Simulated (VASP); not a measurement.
MgS (Niningerite):

```
CELL_PARAMETERS angstrom
0.00000 2.60165 2.60165
2.60165 0.00000 2.60165
2.60165 2.60165 0.00000
ATOMIC_POSITIONS crystal
S 0.50000 0.50000 0.50000
Mg 0.00000 0.00000 0.00000
```

Base run:

```yaml
Program: VASP 6.6.1
Functional: r2SCAN-EpsX
Potentials_or_basis: VASP PAW PBE potentials, release 64 (S, Mg)
Cutoff: 520 eV
k_mesh: 6 × 6 × 6
Occupations: gaussian, width 0.02 eV
Spin: no spin polarisation
```

Its results: band gap on the k mesh 4.52 eV, indirect (least direct gap 5.68 eV); pressure -1.1 GPa.

Question: After a change of settings the same cell gave: band gap on the k mesh 3.54 eV, indirect (least direct gap 4.59 eV); pressure -0.6 GPa. Which change was it?
A. functional from r2SCAN-EpsX to HSE06
B. functional from r2SCAN-EpsX to PBE0
C. functional from r2SCAN-EpsX to HSE03

Answer: C.

Caveats: the PAW data sets were made with another functional, which shifts forces and pressure a little.

Not every run made on this cell is shown here.
